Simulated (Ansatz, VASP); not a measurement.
# Two plane-wave programs on Pb

Contents of POSCAR:

```
Pb
1.0
    3.0386068135     -1.7503199600      0.0000000000
    3.0386068135      1.7503199600      0.0000000000
   -2.1154626375      0.0000000000      6.0952248674
Pb
2
Direct
    0.9085084100      0.9085084100      0.7262922000
    0.0914915900      0.0914915900      0.2737078000
```

INCAR.step1

```
PREC = Accurate ; ENCUT = 520
ISMEAR = -1 ; SIGMA = 0.05
LREAL = False ; LASPH = True
NELM = 100 ; NBANDS = 21
GGA = PE ; ALGO = Normal
EDIFF = 1E-4 ; LWAVE = True
LCHARG = False
```

Contents of INCAR.step2:

```
PREC = Accurate ; ENCUT = 520
EDIFF = 1E-7 ; ISMEAR = -1
SIGMA = 0.05 ; LREAL = False
LASPH = True ; NELM = 100
ALGO = Normal ; ISIF = 2
LWAVE = False ; LCHARG = True
METAGGA = R2SCAN ; LMIXTAU = True
LELF = True ; LVHAR = True
NBANDS = 21 ; ISTART = 1
```

KPOINTS

```
Automatic mesh
0
Gamma
  5 5 3
```

input.yaml

```yaml
crystal:
  lattice:
    - [3.0386068135, -1.75031996, 0.0]
    - [3.0386068135, 1.75031996, 0.0]
    - [-2.1154626375, 0.0, 6.0952248674]
  atoms:
    - { symbol: Pb, position: [0.90850841, 0.90850841, 0.7262922] }
    - { symbol: Pb, position: [0.09149159, 0.09149159, 0.2737078] }
hamiltonian:
  xc: r2scan
  pseudopotentials: { kind: paw }
kpoints:
  mp_grid: { grid: [5, 5, 3] }
  band_path:
    path:
      - [[0.0, 0.0, 0.0], [-0.5, -0.5, 0.0], [-0.526282425, -0.526282425, 0.1702002292], [-0.5, -0.5, 0.5], [-0.6857609943, -0.3142390057, 0.5]]
      - [[-0.3142390057, 0.3142390057, 0.5], [0.0, 0.0, 0.5], [-0.473717575, -0.473717575, 0.8297997708]]
      - [[-0.5, -0.5, 0.0], [-0.6570560781, -0.3429439219, 0.0]]
      - [[-0.3429439219, 0.3429439219, 0.0], [0.0, 0.0, 0.0], [-0.5, 0.0, 0.0]]
      - [[-0.5, 0.0, 0.5], [0.0, 0.0, 0.0]]
    npoints: 14
scf:
  occupations: { method: fermi_dirac, width: 0.05 }
  n_extra_bands: 6
output:
  forces: true
  stress: true
  eigenvalues: true
  fatbands: false
```

This isn't the form of Pb at room conditions, which is fcc.

Alike in both runs: functional r2SCAN; k mesh 5 × 5 × 3; occupations fermi-dirac, width 0.05 eV; no spin polarisation.

|  | VASP | Ansatz |
| --- | --- | --- |
| version | VASP 6.6.1 | Ansatz 0.2.0 |
| potentials or method | VASP PAW PBE potentials, release 64 (Pb_d) | Ansatz PAW |
| plane-wave cutoff (eV) | 520 | 500 |
| valence electrons in the cell | 28 | 28 |
| task | single point | band structure |

```tsv
	VASP	Ansatz	Ansatz less VASP
gap on the k mesh at the Fermi level (eV)	none	none	-
pressure (GPa)	0.0	0.0	+0.01
largest component of the traceless stress (GPa)	1.16	1.16	+0.001
rms of the force components (eV/Å)	0.038	0.039	+0.0012
```

Atom by atom the forces differ by 0.002 eV/Å (rms over components). A gap of «none» marks a metal or a gap that the smearing closes.

Caveats: the k mesh is coarse (spacing up to 0.42 Å⁻¹), so the values aren't converged; the PAW data sets were made with another functional, which shifts forces and pressure a little (VASP); spin-orbit coupling is left out, which moves the levels of the heavy elements (Ansatz); the PAW data sets come from PBE, with cores solved anew for the run's functional, which leaves a small shift of forces and pressure (Ansatz). The runs have no spin-orbit coupling, so splittings on Pb are missing.
